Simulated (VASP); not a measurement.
# MnO (P6_3mc) in VASP: notebook, part 9 of 9

VASP 6.6.1. Earlier steps stand in the parts before.

### 93 Equation of state, PBEsol, collinear spin, ferromagnetic start, 13.65 Å³/atom

Input file INCAR:

```
  PREC = Normal
  ENCUT = 550
  EDIFF = 1E-6
  ISMEAR = 0
  SIGMA = 0.05
  LREAL = False
  LASPH = True
  NELM = 100
  ALGO = Normal
  ISIF = 2
  LWAVE = False
  LCHARG = False
  ISPIN = 2
  MAGMOM = 4 4 0 0
  LORBIT = 11
  LMAXMIX = 4
  GGA = PS
  ADDGRID = False
```

Input file KPOINTS:

```
regular mesh
0
Gamma
  7 7 4
```

Input file POSCAR:

```
MnO
1.0
    3.4050853395      0.0000000000      0.0000000000
   -1.7025426698      2.9488904060      0.0000000000
    0.0000000000      0.0000000000      5.4388252502
Mn O
2 2
Direct
    0.6666666667      0.3333333333      0.5109600000
    0.3333333333      0.6666666667      0.0109600000
    0.6666666667      0.3333333333      0.8754700000
    0.3333333333      0.6666666667      0.3754700000
```

Potentials or basis: VASP PAW PBE potentials, release 64 (Mn_pv, O).

Launch:

```bash
cat potpaw_PBE.64/Mn_pv/POTCAR potpaw_PBE.64/O/POTCAR > POTCAR
mpirun -np 1 vasp_std > vasp.out
```

It took 26 s on 1 thread of AMD EPYC 9R45 (Zen 5), shared host; peak memory 0.15 GiB.

These settings aren't checked as converged: the numbers below hold their error.

What came out:

```yaml
Free_energy: -34.2592 eV
Pressure: -2.4 GPa
Largest_force: 0.524 eV/Å
Band_gap_on_the_k_mesh: none (metal or under the smearing width)
Net_moment: 9.99 μB per cell
Site_moments: Mn +4.41; O +0.19 μB
Valence_electrons_inside_the_program's_atomic_spheres: Mn 11.40; O 4.98
```

Caveat: the PAW data sets were made with another functional, which shifts forces and pressure a little; semilocal functionals often make such compounds metallic where correlation or magnetic order opens a gap, which also shifts bond lengths; only a ferromagnetic start was run, and an antiferromagnetic order may lie lower in energy.

### 94 Equation of state, PBEsol, collinear spin, ferromagnetic start, 12.86 Å³/atom

Edit INCAR of step 93 so:

```diff
@@ -1,2 +1,2 @@
-  PREC = Normal
+  PREC = Accurate
   ENCUT = 550
@@ -5,3 +5,3 @@
   SIGMA = 0.05
-  LREAL = False
+  LREAL = Auto
   LASPH = True
```

KPOINTS is that of step 93.

Input file POSCAR:

```
MnO
1.0
    3.3376400956      0.0000000000      0.0000000000
   -1.6688200478      2.8904811114      0.0000000000
    0.0000000000      0.0000000000      5.3310972906
Mn O
2 2
Direct
    0.6666666667      0.3333333333      0.5109600000
    0.3333333333      0.6666666667      0.0109600000
    0.6666666667      0.3333333333      0.8754700000
    0.3333333333      0.6666666667      0.3754700000
```

Launch:

```bash
cat potpaw_PBE.64/Mn_pv/POTCAR potpaw_PBE.64/O/POTCAR > POTCAR
mpirun -np 1 vasp_std > vasp.out
```

It took 68 s on 1 thread of AMD EPYC 9R45 (Zen 5), shared host; peak memory 0.19 GiB.

The run converged, but some of its settings lie outside the range that counts as converged, so its numbers aren't taken as properties of the crystal.

Results:

```yaml
Free_energy: -34.2310 eV
Pressure: 5.5 GPa
Largest_force: 0.670 eV/Å
Band_gap_on_the_k_mesh: none (metal or under the smearing width)
Net_moment: 9.97 μB per cell
Site_moments: Mn +4.38; O +0.21 μB
Valence_electrons_inside_the_program's_atomic_spheres: Mn 11.47; O 5.01
```

Caveat: the PAW data sets were made with another functional, which shifts forces and pressure a little; semilocal functionals often make such compounds metallic where correlation or magnetic order opens a gap, which also shifts bond lengths; only a ferromagnetic start was run, and an antiferromagnetic order may lie lower in energy.

### 95 Equation of state, PBEsol, collinear spin, ferromagnetic start, 13.65 Å³/atom

INCAR is that of step 94.

KPOINTS is that of step 94.

Input file POSCAR:

```
MnO
1.0
    3.4050853395      0.0000000000      0.0000000000
   -1.7025426698      2.9488904060      0.0000000000
    0.0000000000      0.0000000000      5.4388252502
Mn O
2 2
Direct
    0.6666666667      0.3333333333      0.5109600000
    0.3333333333      0.6666666667      0.0109600000
    0.6666666667      0.3333333333      0.8754700000
    0.3333333333      0.6666666667      0.3754700000
```

Launch:

```bash
cat potpaw_PBE.64/Mn_pv/POTCAR potpaw_PBE.64/O/POTCAR > POTCAR
mpirun -np 1 vasp_std > vasp.out
```

Wall time 67 s (1 thread of AMD EPYC 9R45 (Zen 5), shared host); peak memory 0.19 GiB.

These settings aren't checked as converged: the numbers below hold their error.

What came out:

```
Free energy                                           : -34.2606 eV
Pressure                                              : -2.4 GPa
Largest force                                         : 0.526 eV/Å
Band gap on the k mesh                                : none (metal or under the smearing width)
Net moment                                            : 9.99 μB per cell
Site moments                                          : Mn +4.41; O +0.19 μB
Valence electrons inside the program's atomic spheres : Mn 11.40; O 4.98
```

Caveat: the PAW data sets were made with another functional, which shifts forces and pressure a little; semilocal functionals often make such compounds metallic where correlation or magnetic order opens a gap, which also shifts bond lengths; only a ferromagnetic start was run, and an antiferromagnetic order may lie lower in energy.

### 96 Equation of state, PBEsol, collinear spin, ferromagnetic start, 12.86 Å³/atom

Edit INCAR of step 95 so:

```diff
@@ -2,6 +2,6 @@
   ENCUT = 550
-  EDIFF = 1E-6
+  EDIFF = 1E-4
   ISMEAR = 0
   SIGMA = 0.05
-  LREAL = Auto
+  LREAL = False
   LASPH = True
```

KPOINTS is that of step 95.

Input file POSCAR:

```
MnO
1.0
    3.3376400956      0.0000000000      0.0000000000
   -1.6688200478      2.8904811114      0.0000000000
    0.0000000000      0.0000000000      5.3310972906
Mn O
2 2
Direct
    0.6666666667      0.3333333333      0.5109600000
    0.3333333333      0.6666666667      0.0109600000
    0.6666666667      0.3333333333      0.8754700000
    0.3333333333      0.6666666667      0.3754700000
```

Potentials or basis: VASP PAW PBE potentials, release 64 (Mn_pv, O).

Launch:

```bash
cat potpaw_PBE.64/Mn_pv/POTCAR potpaw_PBE.64/O/POTCAR > POTCAR
mpirun -np 1 vasp_std > vasp.out
```

It took 35 s on 1 thread of AMD EPYC 9R45 (Zen 5), shared host; peak memory 0.19 GiB.

These settings aren't checked as converged: the numbers below hold their error.

What came out:

* Free energy: -34.2293 eV
* Pressure: 5.9 GPa
* Largest force: 0.671 eV/Å
* Band gap on the k mesh: none (metal or under the smearing width)
* Net moment: 9.97 μB per cell
* Site moments: Mn +4.38; O +0.21 μB
* Valence electrons inside the program's atomic spheres: Mn 11.47; O 5.01

Caveat: the PAW data sets were made with another functional, which shifts forces and pressure a little; semilocal functionals often make such compounds metallic where correlation or magnetic order opens a gap, which also shifts bond lengths; only a ferromagnetic start was run, and an antiferromagnetic order may lie lower in energy.

### 97 Equation of state, PBEsol, collinear spin, ferromagnetic start, 13.65 Å³/atom

INCAR is that of step 96.

KPOINTS is that of step 96.

Input file POSCAR:

```
MnO
1.0
    3.4050853395      0.0000000000      0.0000000000
   -1.7025426698      2.9488904060      0.0000000000
    0.0000000000      0.0000000000      5.4388252502
Mn O
2 2
Direct
    0.6666666667      0.3333333333      0.5109600000
    0.3333333333      0.6666666667      0.0109600000
    0.6666666667      0.3333333333      0.8754700000
    0.3333333333      0.6666666667      0.3754700000
```

Launch:

```bash
cat potpaw_PBE.64/Mn_pv/POTCAR potpaw_PBE.64/O/POTCAR > POTCAR
mpirun -np 1 vasp_std > vasp.out
```

Run time: 35 s. Hardware: 1 thread of AMD EPYC 9R45 (Zen 5), shared host; peak memory 0.19 GiB.

These settings aren't checked as converged: the numbers below hold their error.

What came out:

* Free energy: -34.2590 eV
* Pressure: -2.3 GPa
* Largest force: 0.525 eV/Å
* Band gap on the k mesh: none (metal or under the smearing width)
* Net moment: 9.98 μB per cell
* Site moments: Mn +4.41; O +0.19 μB
* Valence electrons inside the program's atomic spheres: Mn 11.40; O 4.98

Caveat: the PAW data sets were made with another functional, which shifts forces and pressure a little; semilocal functionals often make such compounds metallic where correlation or magnetic order opens a gap, which also shifts bond lengths; only a ferromagnetic start was run, and an antiferromagnetic order may lie lower in energy.

### 98 Equation of state, PBEsol, collinear spin, ferromagnetic start, 12.86 Å³/atom

Edit INCAR of step 97 so:

```diff
@@ -1,4 +1,4 @@
   PREC = Accurate
-  ENCUT = 550
-  EDIFF = 1E-4
+  ENCUT = 450
+  EDIFF = 1E-6
   ISMEAR = 0
```

Input file KPOINTS:

```
regular mesh
0
Gamma
  8 8 5
```

Input file POSCAR:

```
MnO
1.0
    3.3376400956      0.0000000000      0.0000000000
   -1.6688200478      2.8904811114      0.0000000000
    0.0000000000      0.0000000000      5.3310972906
Mn O
2 2
Direct
    0.6666666667      0.3333333333      0.5109600000
    0.3333333333      0.6666666667      0.0109600000
    0.6666666667      0.3333333333      0.8754700000
    0.3333333333      0.6666666667      0.3754700000
```

Launch:

```bash
cat potpaw_PBE.64/Mn_pv/POTCAR potpaw_PBE.64/O/POTCAR > POTCAR
mpirun -np 1 vasp_std > vasp.out
```

It took 39 s on 1 thread of AMD EPYC 9R45 (Zen 5), shared host; peak memory 0.16 GiB.

These settings aren't checked as converged: the numbers below hold their error.

What came out:

| Quantity | Value |
| --- | --- |
| Free energy | -34.2321 eV |
| Largest force | 0.686 eV/Å |
| Band gap on the k mesh | none (metal or under the smearing width) |
| Net moment | 9.98 μB per cell |
| Site moments | Mn +4.39; O +0.21 μB |
| Valence electrons inside the program's atomic spheres | Mn 11.47; O 5.02 |

Caveat: the cutoff is under 1.25 times the usual one of these potentials, so pressure, stress and relaxed cells hold a basis-set (Pulay) error; the PAW data sets were made with another functional, which shifts forces and pressure a little; semilocal functionals often make such compounds metallic where correlation or magnetic order opens a gap, which also shifts bond lengths; only a ferromagnetic start was run, and an antiferromagnetic order may lie lower in energy.

### 99 Equation of state, PBEsol, collinear spin, ferromagnetic start, 13.65 Å³/atom

INCAR is that of step 98.

KPOINTS is that of step 98.

Input file POSCAR:

```
MnO
1.0
    3.4050853395      0.0000000000      0.0000000000
   -1.7025426698      2.9488904060      0.0000000000
    0.0000000000      0.0000000000      5.4388252502
Mn O
2 2
Direct
    0.6666666667      0.3333333333      0.5109600000
    0.3333333333      0.6666666667      0.0109600000
    0.6666666667      0.3333333333      0.8754700000
    0.3333333333      0.6666666667      0.3754700000
```

Potentials or basis: VASP PAW PBE potentials, release 64 (Mn_pv, O).

Launch:

```bash
cat potpaw_PBE.64/Mn_pv/POTCAR potpaw_PBE.64/O/POTCAR > POTCAR
mpirun -np 1 vasp_std > vasp.out
```

Wall time 38 s (1 thread of AMD EPYC 9R45 (Zen 5), shared host); peak memory 0.16 GiB.

The run converged, but some of its settings lie outside the range that counts as converged, so its numbers aren't taken as properties of the crystal.

What came out:

```
Free energy                                           : -34.2618 eV
Largest force                                         : 0.528 eV/Å
Band gap on the k mesh                                : none (metal or under the smearing width)
Net moment                                            : 9.99 μB per cell
Site moments                                          : Mn +4.41; O +0.19 μB
Valence electrons inside the program's atomic spheres : Mn 11.40; O 4.99
```

Caveat: the cutoff is under 1.25 times the usual one of these potentials, so pressure, stress and relaxed cells hold a basis-set (Pulay) error; the PAW data sets were made with another functional, which shifts forces and pressure a little; semilocal functionals often make such compounds metallic where correlation or magnetic order opens a gap, which also shifts bond lengths; only a ferromagnetic start was run, and an antiferromagnetic order may lie lower in energy.

### 100 Equation of state, PBEsol, collinear spin, ferromagnetic start, 12.86 Å³/atom

Edit INCAR of step 99 so:

```diff
@@ -1,3 +1,3 @@
   PREC = Accurate
-  ENCUT = 450
+  ENCUT = 700
   EDIFF = 1E-6
```

Input file KPOINTS:

```
regular mesh
0
Gamma
  7 7 4
```

Input file POSCAR:

```
MnO
1.0
    3.3376400956      0.0000000000      0.0000000000
   -1.6688200478      2.8904811114      0.0000000000
    0.0000000000      0.0000000000      5.3310972906
Mn O
2 2
Direct
    0.6666666667      0.3333333333      0.5109600000
    0.3333333333      0.6666666667      0.0109600000
    0.6666666667      0.3333333333      0.8754700000
    0.3333333333      0.6666666667      0.3754700000
```

Launch:

```bash
cat potpaw_PBE.64/Mn_pv/POTCAR potpaw_PBE.64/O/POTCAR > POTCAR
mpirun -np 1 vasp_std > vasp.out
```

Wall time 60 s (1 thread of AMD EPYC 9R45 (Zen 5), shared host); peak memory 0.24 GiB.

The run converged, but some of its settings lie outside the range that counts as converged, so its numbers aren't taken as properties of the crystal.

What came out:

```yaml
Free_energy: -34.2374 eV
Pressure: 5.3 GPa
Largest_force: 0.671 eV/Å
Band_gap_on_the_k_mesh: none (metal or under the smearing width)
Net_moment: 9.97 μB per cell
Site_moments: Mn +4.38; O +0.21 μB
Valence_electrons_inside_the_program's_atomic_spheres: Mn 11.47; O 5.01
```

Caveat: the PAW data sets were made with another functional, which shifts forces and pressure a little; semilocal functionals often make such compounds metallic where correlation or magnetic order opens a gap, which also shifts bond lengths; only a ferromagnetic start was run, and an antiferromagnetic order may lie lower in energy.

### 101 Equation of state, PBEsol, collinear spin, ferromagnetic start, 13.65 Å³/atom

INCAR is that of step 100.

KPOINTS is that of step 100.

Input file POSCAR:

```
MnO
1.0
    3.4050853395      0.0000000000      0.0000000000
   -1.7025426698      2.9488904060      0.0000000000
    0.0000000000      0.0000000000      5.4388252502
Mn O
2 2
Direct
    0.6666666667      0.3333333333      0.5109600000
    0.3333333333      0.6666666667      0.0109600000
    0.6666666667      0.3333333333      0.8754700000
    0.3333333333      0.6666666667      0.3754700000
```

Launch:

```bash
cat potpaw_PBE.64/Mn_pv/POTCAR potpaw_PBE.64/O/POTCAR > POTCAR
mpirun -np 1 vasp_std > vasp.out
```

It took 58 s on 1 thread of AMD EPYC 9R45 (Zen 5), shared host; peak memory 0.24 GiB.

These settings aren't checked as converged: the numbers below hold their error.

What came out:

- Free energy: -34.2666 eV
- Pressure: -2.6 GPa
- Largest force: 0.524 eV/Å
- Band gap on the k mesh: none (metal or under the smearing width)
- Net moment: 9.99 μB per cell
- Site moments: Mn +4.41; O +0.19 μB
- Valence electrons inside the program's atomic spheres: Mn 11.40; O 4.98

Caveat: the PAW data sets were made with another functional, which shifts forces and pressure a little; semilocal functionals often make such compounds metallic where correlation or magnetic order opens a gap, which also shifts bond lengths; only a ferromagnetic start was run, and an antiferromagnetic order may lie lower in energy.

### 102 Equation of state, PBEsol, collinear spin, ferromagnetic start, 12.86 Å³/atom

Edit INCAR of step 101 so:

```diff
@@ -1,3 +1,3 @@
   PREC = Accurate
-  ENCUT = 700
+  ENCUT = 550
   EDIFF = 1E-6
```

Input file KPOINTS:

```
regular mesh
0
Gamma
  8 8 5
```

Input file POSCAR:

```
MnO
1.0
    3.3376400956      0.0000000000      0.0000000000
   -1.6688200478      2.8904811114      0.0000000000
    0.0000000000      0.0000000000      5.3310972906
Mn O
2 2
Direct
    0.6666666667      0.3333333333      0.5109600000
    0.3333333333      0.6666666667      0.0109600000
    0.6666666667      0.3333333333      0.8754700000
    0.3333333333      0.6666666667      0.3754700000
```

Potentials or basis: VASP PAW PBE potentials, release 64 (Mn_pv, O).

Launch:

```bash
cat potpaw_PBE.64/Mn_pv/POTCAR potpaw_PBE.64/O/POTCAR > POTCAR
mpirun -np 1 vasp_std > vasp.out
```

It took 56 s on 1 thread of AMD EPYC 9R45 (Zen 5), shared host; peak memory 0.2 GiB.

The run converged, but some of its settings lie outside the range that counts as converged, so its numbers aren't taken as properties of the crystal.

What came out:

- Free energy: -34.2287 eV
- Pressure: 5.5 GPa
- Largest force: 0.687 eV/Å
- Band gap on the k mesh: none (metal or under the smearing width)
- Net moment: 9.98 μB per cell
- Site moments: Mn +4.39; O +0.21 μB
- Valence electrons inside the program's atomic spheres: Mn 11.47; O 5.01

Caveat: the PAW data sets were made with another functional, which shifts forces and pressure a little; semilocal functionals often make such compounds metallic where correlation or magnetic order opens a gap, which also shifts bond lengths; only a ferromagnetic start was run, and an antiferromagnetic order may lie lower in energy.

### 103 Equation of state, PBEsol, collinear spin, ferromagnetic start, 13.65 Å³/atom

INCAR is that of step 102.

KPOINTS is that of step 102.

Input file POSCAR:

```
MnO
1.0
    3.4050853395      0.0000000000      0.0000000000
   -1.7025426698      2.9488904060      0.0000000000
    0.0000000000      0.0000000000      5.4388252502
Mn O
2 2
Direct
    0.6666666667      0.3333333333      0.5109600000
    0.3333333333      0.6666666667      0.0109600000
    0.6666666667      0.3333333333      0.8754700000
    0.3333333333      0.6666666667      0.3754700000
```

Launch:

```bash
cat potpaw_PBE.64/Mn_pv/POTCAR potpaw_PBE.64/O/POTCAR > POTCAR
mpirun -np 1 vasp_std > vasp.out
```

It took 55 s on 1 thread of AMD EPYC 9R45 (Zen 5), shared host; peak memory 0.2 GiB.

These settings aren't checked as converged: the numbers below hold their error.

Results:

- Free energy: -34.2589 eV
- Pressure: -2.4 GPa
- Largest force: 0.530 eV/Å
- Band gap on the k mesh: none (metal or under the smearing width)
- Net moment: 9.99 μB per cell
- Site moments: Mn +4.41; O +0.19 μB
- Valence electrons inside the program's atomic spheres: Mn 11.40; O 4.98

Caveat: the PAW data sets were made with another functional, which shifts forces and pressure a little; semilocal functionals often make such compounds metallic where correlation or magnetic order opens a gap, which also shifts bond lengths; only a ferromagnetic start was run, and an antiferromagnetic order may lie lower in energy.
